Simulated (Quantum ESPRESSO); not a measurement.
W:

```
W
1.0
    -1.58234    1.58234    1.58234
     1.58234   -1.58234    1.58234
     1.58234    1.58234   -1.58234
W
1
Direct
  0.00000 0.00000 0.00000
```

Program: Quantum ESPRESSO 7.5. Alike in all runs: task band structure; potentials or basis SG15 PBE 1.2; no spin polarisation; cell as given; cutoff (eV) 1020; smearing fermi-dirac 0.05 eV. Hardware: 1 thread of Arm Neoverse V2, with other jobs on the host.

Order these runs on this cell by their wall time, lowest first.
A. level PBE; k mesh 12 × 12 × 12; SCF threshold 2e-10 Ry
B. level optB88-vdW; k mesh 12 × 12 × 12; SCF threshold 2e-10 Ry
C. level SCAN; k mesh 9 × 9 × 9; SCF threshold 1e-08 Ry; symmetry off

A (37 s), B (150 s), C (390 s).
